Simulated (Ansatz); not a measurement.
The following input was run with Ansatz 0.2.0.

```yaml
crystal:
  lattice:
    - [3.98, 0.0, 0.0]
    - [-1.99, 3.4467811071, 0.0]
    - [0.0, 0.0, 6.52]
  atoms:
    - { symbol: Ca, position: [0.3333333333, 0.6666666667, 0.25] }
    - { symbol: Ca, position: [0.6666666667, 0.3333333333, 0.75] }
basis:
  ecutwfc: 420
kpoints:
  mp_grid: { grid: [6, 6, 4] }
hamiltonian:
  xc: pbe
scf:
  occupations: { method: gaussian, width: 0.1 }
output:
  forces: true
  stress: true
  eigenvalues: true
```

Launched with
```bash
ansatz run input.yaml --threads 1 --pin off --max-ram 2560MiB --backend cpu --events-out ev --progress --plain --runs-dir out
```

All numbers below come from DFT PBE, scalar-relativistic, plane waves, PAW (Ansatz 0.2.0).

Part of what the program printed, abridged (final results; tables in files aren't shown):

```
SCF 1 converged in 6 iterations: F = -3633.683504 eV  dr2 = 3.24e-8
SCF converged after 6 iterations
Free energy (F): -3633.683504 eV
Harris-Foulkes:  -3633.683504 eV  (|F-HF|=8.29e-9)
Internal energy: -3633.666538 eV  (E = F + TS)
E sigma→0 (E₀):  -3633.675021 eV
Entropy (-TS):   -0.016966 eV (-8.483 meV/atom)
Fermi energy:    4.585668 eV
--- Per-component energies (eV) ---
  E_band       = -360.083952
  E_kinetic    = 549.995594
  E_local      = -1732.617279  (includes V_loc(G=0)·N_el)
  E_nonlocal   = 127.173787
  E_hartree    = 581.176858
  E_xc         = -271.308148
  E_vxc        = -338.122495  (∫ρ·V_xc dr)
  E_paw        = -1716.424226  (= ΣΔE_a)
  E_vpaw       = -128.870750  (= ΣTr[D̂ρ^β])
  E_aug_tail   = -0.000012  (compensation charges beyond the density's cutoff)
  E_ewald      = -1171.663111
  E_smearing   = -0.016966  (= −TS)
--- Forces (eV/Å), atoms counted from 1 ---
  atom   1  Ca     0.00000000     0.00000000     0.00000000
  atom   2  Ca     0.00000000     0.00000000     0.00000000
--- Stress (GPa, compression-positive) ---
       -0.973703       0.000000       0.000000
        0.000000      -0.973703       0.000000
        0.000000       0.000000      -0.639971
  P = ⅓ Tr σ = -0.8625 GPa (-8.625 kbar)
--- Band table (eV; the first three rows and the last of 21) ---
  k-point 0: bands = ["-37.5925", "-37.5824", "-18.6182", "-18.5345", "-18.5345", "-18.5191", "-18.5191", "-18.5083", "0.6320", "3.5728", "4.3405", "6.7894", "6.8020", "6.8020"]
  k-point 1: bands = ["-37.5911", "-37.5839", "-18.6023", "-18.5322", "-18.5322", "-18.5246", "-18.5214", "-18.5214", "0.8834", "2.6615", "5.1172", "6.5555", "6.7541", "6.7541"]
  k-point 2: bands = ["-37.5875", "-37.5875", "-18.5637", "-18.5637", "-18.5268", "-18.5268", "-18.5268", "-18.5268", "1.6014", "1.6014", "5.9482", "5.9482", "6.7924", "6.7924"]
  k-point 20: bands = ["-37.5797", "-37.5797", "-18.6045", "-18.6045", "-18.5861", "-18.5861", "-18.5326", "-18.5326", "4.7395", "4.7395", "4.9322", "4.9322", "5.0659", "5.0659"]
```

Self-consistency was reached.

The run took 1.2 s on 1 thread of Arm Neoverse V2, on a shared host, peak memory 0.29 GiB.

The k mesh is coarse.